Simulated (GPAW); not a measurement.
## linear Co chain, spacing 2.185 A: which magnetic order is lowest

A self-consistent run ends on one state, which hangs on the start. Several orders of linear Co chain, spacing 2.185 A are started in GPAW and their energies compared.

Main program and level: GPAW 26.7.0; LDA; plane waves with GPAW's PAW setups, scalar-relativistic.

### Step 1. The starting structure

The cell holds 1 atom: 1 Co. Cell: a = 12.000 Å, b = 12.000 Å, c = 2.185 Å, α = 90.0°, β = 90.0°, γ = 90.0°. model lattice. Vacuum lies along a and b. The structure's axis is c.

### Step 2. Order 1, typed as ferro +

Parallel moments need no larger cell; this start tests for a ferromagnetic state only.

Contents of order1.py:

```python
import json
import numpy as np
from ase import Atoms
from ase.parallel import paropen, parprint
from gpaw import GPAW

atoms = Atoms(['Co'],
    cell=[[12.0, 0.0, 0.0],
         [0.0, 12.0, 0.0],
         [0.0, 0.0, 2.185]],
    scaled_positions=[[0.5, 0.5, 0.0]],
    pbc=True,
    magmoms=[2.0])
atoms.calc = GPAW(mode={'name': 'pw', 'ecut': 550},
    xc='LDA',
    kpts={'size': (1, 1, 12), 'gamma': True},
    occupations={'name': 'fermi-dirac', 'width': 0.05},
    convergence={'density': 1e-05, 'energy': 1e-05},
    maxiter=200,
    mixer={'name': 'pulay', 'beta': 0.05, 'nmaxold': 3, 'weight': 100},
    eigensolver='rmm-diis',
    symmetry={'tolerance': 1e-4},
    txt='order1.txt')
e = atoms.get_potential_energy(force_consistent=True)
res = {'free_energy': e, 'energy_sigma0': atoms.get_potential_energy(), 'fermi_energy': atoms.calc.get_fermi_level()}
res['moments'] = atoms.get_magnetic_moments().tolist()
res['total'] = atoms.get_magnetic_moment()
parprint('site moments (muB):', np.round(res['moments'], 3))
parprint(f"total moment: {res['total']:.3f} muB")
parprint(f'free energy: {e:.6f} eV')
atoms.calc.write('order1.gpw')
with paropen('results.json', 'w') as f:
    json.dump(res, f)
```

On the command line:

```console
> OMP_NUM_THREADS=1 python3 order1.py > order1.log
```

Numbers of over 12 decimals in the logs are rounded to 6 here.

Output:

```text
site moments (muB): [2.049]
total moment: 2.167 muB
free energy: -5.484965 eV

--- order1.txt ---
Input parameters:
  mode=PW(ecut=550),
  convergence={'density': 1e-05, 'energy': 1e-05},
  eigensolver=RMMDIIS(niter=1, diis_steps=1, max_buffer_mem=209715200, trial_step=None),
  kpts=MonkhorstPack(size=(1, 1, 12), gamma=True),
  maxiter=200,
  mixer=Pulay(name='pulay', nmaxold=3, beta=0.05, weight=100, sigma=0.015, g_ss=None),
  occupations=Occupations(name='fermi-dirac', width=0.05),
  symmetry=Symmetry(tolerance=0.0001),
  xc=XC(name='LDA')

Diagonalizing LCAO Hamiltonian
Converting LCAO to pw mode
        .----------------------------.
       /|                            |
      / |                            |
     /  .----------------------------.
    /  /                            /
   /  /                            /
  /  /                            /
 *  /              Co            /
 | /                            /
 |/                            /
 *----------------------------*

Atoms  # Å, Bohr magnetons
|   | symbol |        x |        y |        z |    initial magnetic moments |
|---|--------|----------|----------|----------|-----------------------------|
| 0 |     Co | 6.000000 | 6.000000 | 0.000000 | ( 0.0000,  0.0000,  2.0000) |

Unit cell  # Å
| periodic |         x |         y |        z |   lengths |    angles |
|----------|-----------|-----------|----------|-----------|-----------|
|      yes | 12.000000 |  0.000000 | 0.000000 | 12.000000 | 90.000000 |
|      yes |  0.000000 | 12.000000 | 0.000000 | 12.000000 | 90.000000 |
|      yes |  0.000000 |  0.000000 | 2.185000 |  2.185000 | 90.000000 |

Number of symmetries: 16

BZ-sampling:
  Number of BZ points: 12
  Number of IBZ points: 7

  Monkhorst-Pack size: [1, 1, 12]
  Monkhorst-Pack shift: [0.0, 0.0, 0.041667]

K-points  # in reciprocal-cell coordinates
|   |                                coordinates |     weight |
|---|--------------------------------------------|------------|
| 0 | (  0.00000000,   0.00000000,  -0.00000000) | 0.08333333 |
| 1 | (  0.00000000,   0.00000000,   0.08333333) | 0.16666667 |
| 2 | (  0.00000000,   0.00000000,   0.16666667) | 0.16666667 |
| 3 | (  0.00000000,   0.00000000,   0.25000000) | 0.16666667 |
| 4 | (  0.00000000,   0.00000000,   0.33333333) | 0.16666667 |
| 5 | (  0.00000000,   0.00000000,   0.41666667) | 0.16666667 |
| 6 | (  0.00000000,   0.00000000,   0.50000000) | 0.08333333 |

Plane wave coefficients: 9280
Cutoff: 550.0 eV

Spin-components: 2 (collinear spins)
Bands:           9
Projectors:      6
Spin-degeneracy: 1
Datatype:        complex128

Parallelization:
  kpt:    1
  domain: 1
  band:   1

Density:
  Valence electrons: 9.0
  Components: 2
  Grid points: [70 70 12]
  Charge: 0.0  # |e|

Potential:
  Grid points: [70 70 12]

species:
  Co:
    name:    Cobalt
    Z:       27.0
    valence: 9
    core:    18
    charge:  0.0  # [|e|]
    compensation charges:
      type: gauss
      rc: 0.32  # [Å]
      lmax: 2
    cutoffs:
      filter: 1.87  # [Å]
      core: 2.55  # [Å]
    projectors
    | kind |    occ | energy [eV] | rcut [Å] |
    |------|--------|-------------|----------|
    |   4s |  2.000 |      -5.672 |    1.005 |
    |   4p |  0.000 |      -1.387 |    1.058 |
    |   3d |  7.000 |      -8.461 |    1.005 |
    |    s |        |      21.539 |    1.005 |
    |    p |        |      25.825 |    1.058 |
    |    d |        |      18.750 |    1.005 |

    Using partial waves for Co as LCAO basis

Reference energy: -37838.266704  # eV

eigensolver:
  RMMDIIS
  Converge bands: occupied

density mixing:
  Pulay-Mixer
  Linear mixing parameters: 0.05
  Old densities: 3
  Fourier metric: weight=100, sigma=0.015

occupation numbers:
  Fermi-Dirac:
    width: 0.0500  # eV

poisson solver:
  ecut: 4400.0  # eV

xc functional:
  name: None

convergence criteria:
- Maximum integral of absolute [dens]ity change: 1e-05 electrons / valence electron
- Maximum [total energy] change in last 3 cyles: 1e-05 eV / valence electron
- Maximum integral of absolute [eigenst]ate change: 4e-08 eV^2 / valence electron
maximum number of iterations: 200

SCF iterations
|iter     |      energy | eigst |  dens |  magmom |
|---------|-------------|-------|-------|---------|
|iter:   1|       0s |   -5.934641 | +0.67 |       |  +2.0028|
|iter:   2|       1s |   -5.759231 | +0.03 | -0.69 |  +1.9942|
|iter:   3|       2s |   -5.317213 | +0.50 | -0.84 |  +1.9798|
|iter:   4|       2s |   -5.426586 | -0.36 | -1.13 |  +2.0026|
|iter:   5|       3s |   -5.443829 | -0.32 | -1.18 |  +2.0861|
|iter:   6|       3s |   -5.456640 | -0.58 | -1.47 |  +2.1114|
|iter:   7|       4s |   -5.463230 | -1.92 | -1.69 |  +2.1143|
|iter:   8|       5s |   -5.465884 | -2.11 | -1.70 |  +2.1161|
|iter:   9|       5s |   -5.467215 | -2.21 | -1.71 |  +2.1223|
|iter:  10|       6s |   -5.467616 | -2.98 | -1.76 |  +2.1223|
[... 20 iterations left out ...]
|iter:  31|      17s |   -5.471284c| -7.49c| -4.15 |  +2.1669|
|iter:  32|      18s |   -5.471284c| -7.93c| -4.26 |  +2.1669|
|iter:  33|      18s |   -5.471285c| -7.46c| -4.36 |  +2.1668|
|iter:  34|      19s |   -5.471286c| -7.54c| -4.56 |  +2.1667|
|iter:  35|      19s |   -5.471285c| -8.05c| -4.82 |  +2.1667|
|iter:  36|      20s |   -5.471286c| -8.84c| -4.72 |  +2.1667|
|iter:  37|      20s |   -5.471286c| -8.69c| -4.76 |  +2.1667|
|iter:  38|      21s |   -5.471286c| -9.41c| -4.83 |  +2.1667|
|iter:  39|      21s |   -5.471286c| -8.21c| -4.86 |  +2.1667|
|iter:  40|      22s |   -5.471286c| -9.21c| -5.19c|  +2.1667|

Converged in 40 steps
Energy contributions relative to reference atoms: (reference = -37838.266704)

Energy contributions:
  Kinetic:          15.030254
  Coulomb:         -12.357631
  Zero:             -0.061353
  External:          0.000000
  Xc:               -8.068877
  Entropy:          -0.027358
  Spinorbit:         0.000000
  ----------------------------
  Free energy:      -5.484965
  Extrapolated:     -5.471286

dipole moment: (-0.000005, -0.000005, -5.859871)  # |e|*Ang

Total magnetic moment: (0.000000, 0.000000, 2.166687)

Local magnetic moments
|        x |        y |        z |
|----------|----------|----------|
| 0.000000 | 0.000000 | 2.048547 |  # Co   0

Fermi level: -4.362
Eigenvalues  # (at kpt = [0.000, 0.000, -0.000])
| band index |      eig [eV] | occ [0-1] |      eig [eV] | occ [0-1] |
|------------|---------------|-----------|---------------|-----------|
|          0 |        -9.203 |     1.000 |        -8.100 |     1.000 |
|          1 |        -6.650 |     1.000 |        -5.501 |     1.000 |
|          2 |        -6.650 |     1.000 |        -4.774 |     1.000 |
|          3 |        -6.534 |     1.000 |        -4.774 |     1.000 |
|          4 |        -5.166 |     1.000 |        -3.093 |     0.000 |
|          5 |        -5.166 |     1.000 |        -3.093 |     0.000 |
|          6 |        -2.411 |     0.000 |        -2.228 |     0.000 |
|          7 |        -2.411 |     0.000 |        -2.228 |     0.000 |
|          8 |        73.003 |     0.000 |        24.577 |     0.000 |

No gap
No difference between direct/indirect transitions
```

Elapsed: 25 s, on 1 MPI rank of AMD EPYC 7B13 (Zen 3), shared host; peak memory 0.22 GiB.

Read from the output:

| Item | Value |
| --- | --- |
| magnetization | 2.167 μB |
| final state | ferromagnetic |
| largest moment | 2.049 μB |

After 40 cycles the largest moment stands at 2.05 μB.

### Step 3. Start 2: antiferro q=(0,0,1/2) +-

An opposed order shows whether the pairs that it reverses prefer unlike signs.

This order needs a doubled cell of 2 atoms. Its mesh is chosen so that both cells sample the same points.

order2.py is the script of step 2 with these lines changed:

```diff
@@ -6,12 +6,13 @@
 
-atoms = Atoms(['Co'],
+atoms = Atoms(['Co', 'Co'],
     cell=[[12.0, 0.0, 0.0],
          [0.0, 12.0, 0.0],
-         [0.0, 0.0, 2.185]],
-    scaled_positions=[[0.5, 0.5, 0.0]],
+         [0.0, 0.0, 4.37]],
+    scaled_positions=[[0.5, 0.5, 0.0],
+         [0.5, 0.5, 0.5]],
     pbc=True,
-    magmoms=[2.0])
+    magmoms=[2.0, -2.0])
 atoms.calc = GPAW(mode={'name': 'pw', 'ecut': 550},
     xc='LDA',
-    kpts={'size': (1, 1, 12), 'gamma': True},
+    kpts={'size': (1, 1, 6), 'gamma': True},
     occupations={'name': 'fermi-dirac', 'width': 0.05},
@@ -22,3 +23,3 @@
     symmetry={'tolerance': 1e-4},
-    txt='order1.txt')
+    txt='order2.txt')
 e = atoms.get_potential_energy(force_consistent=True)
@@ -30,3 +31,3 @@
 parprint(f'free energy: {e:.6f} eV')
-atoms.calc.write('order1.gpw')
+atoms.calc.write('order2.gpw')
 with paropen('results.json', 'w') as f:
```

On the command line:

```console
> OMP_NUM_THREADS=1 python3 order2.py > order2.log
```

Output:

```text
gpaw.KohnShamConvergenceError

--- order2.txt ---
Input parameters:
  mode=PW(ecut=550),
  convergence={'density': 1e-05, 'energy': 1e-05},
  eigensolver=RMMDIIS(niter=1, diis_steps=1, max_buffer_mem=209715200, trial_step=None),
  kpts=MonkhorstPack(size=(1, 1, 6), gamma=True),
  maxiter=200,
  mixer=Pulay(name='pulay', nmaxold=3, beta=0.05, weight=100, sigma=0.015, g_ss=None),
  occupations=Occupations(name='fermi-dirac', width=0.05),
  symmetry=Symmetry(tolerance=0.0001),
  xc=XC(name='LDA')

Diagonalizing LCAO Hamiltonian
Converting LCAO to pw mode
        .----------------------------.
       /|                            |
      / |                            |
     /  |                            |
    /   |                            |
   /    .----------------------------.
  /    /           Co               /
 *    /                            /
 |   /                            /
 |  /              Co            /
 | /                            /
 |/                            /
 *----------------------------*

Atoms  # Å, Bohr magnetons
|   | symbol |        x |        y |        z |    initial magnetic moments |
|---|--------|----------|----------|----------|-----------------------------|
| 0 |     Co | 6.000000 | 6.000000 | 0.000000 | ( 0.0000,  0.0000,  2.0000) |
| 1 |     Co | 6.000000 | 6.000000 | 2.185000 | ( 0.0000,  0.0000, -2.0000) |

Number of symmetries: 16

BZ-sampling:
  Number of BZ points: 6
  Number of IBZ points: 4

  Monkhorst-Pack size: [1, 1, 6]
  Monkhorst-Pack shift: [0.0, 0.0, 0.083333]

Plane wave coefficients: 18465
Cutoff: 550.0 eV

Spin-components: 2 (collinear spins)
Bands:           15
Projectors:      12
Spin-degeneracy: 1
Datatype:        complex128

Parallelization:
  kpt:    1
  domain: 1
  band:   1

Density:
  Valence electrons: 18.0
  Components: 2
  Grid points: [70 70 24]
  Charge: 0.0  # |e|

Potential:
  Grid points: [70 70 24]

[... setups left out ...]
Reference energy: -75676.533408  # eV

convergence criteria:
- Maximum integral of absolute [dens]ity change: 1e-05 electrons / valence electron
- Maximum [total energy] change in last 3 cyles: 1e-05 eV / valence electron
- Maximum integral of absolute [eigenst]ate change: 4e-08 eV^2 / valence electron
maximum number of iterations: 200

SCF iterations
|iter     |      energy | eigst |  dens |  magmom |
|---------|-------------|-------|-------|---------|
|iter:   1|       0s |  -11.083556 | +0.67 |       |  +0.0000|
|iter:   2|       1s |  -10.530506 | +0.13 | -0.56 |  -0.0000|
|iter:   3|       2s |   -9.801282 | +0.38 | -0.73 |  -0.0000|
|iter:   4|       3s |   -9.973754 | +0.38 | -1.04 |  +0.0000|
|iter:   5|       4s |  -10.092537 | -0.05 | -1.07 |  -0.0000|
|iter:   6|       5s |  -10.005918 | -0.08 | -1.25 |  +0.0000|
|iter:   7|       7s |  -10.016915 | -0.84 | -1.50 |  -0.0000|
|iter:   8|       8s |  -10.109202 | -0.17 | -1.58 |  +0.0000|
|iter:   9|       9s |  -10.016450 | -0.21 | -1.36 |  -0.0000|
|iter:  10|      10s |  -10.037315 | -1.90 | -1.71 |  +0.0000|
[... 180 iterations left out ...]
|iter: 191|     220s |  -10.062415c| -8.08c| -4.48 |  +0.0000|
|iter: 192|     221s |  -10.062414c| -8.71c| -4.42 |  +0.0000|
|iter: 193|     222s |  -10.062415c| -7.92c| -4.44 |  +0.0000|
|iter: 194|     223s |  -10.062416c| -7.38 | -4.39 |  +0.0000|
|iter: 195|     225s |  -10.062416c| -7.46c| -4.43 |  +0.0000|
|iter: 196|     226s |  -10.062415c| -8.05c| -4.39 |  +0.0000|
|iter: 197|     227s |  -10.062415c| -8.50c| -4.44 |  +0.0000|
|iter: 198|     228s |  -10.062415c| -7.39 | -4.40 |  +0.0000|
|iter: 199|     229s |  -10.062414c| -7.22 | -4.41 |  +0.0000|
|iter: 200|     230s |  -10.062412c| -7.19 | -4.42 |  +0.0000|
```

Wall time 3.9 min (1 MPI rank); peak memory 0.34 GiB.

The run stopped without converging, so none of its numbers is a property of the system.

A smaller mixing step or another start is the usual next try.

[end of part 1 of 2]

[Logs and program files are shortened in this print: banners, set-up blocks, solver, clock and traceback lines can be left out without a mark of their own.]

[Logs are printed without paths, hosts, clocks, repeated set-up lines and the standing remarks that a program may print on its own settings, such as how far it seeks lower states.]

[Hosts, paths, dates, database ids (printed as entryN), source tags and the programs' standing remarks are cut or masked in the printed files.]

[Where a cell is said to come from a database of computed structures, the database is the Materials Project.]
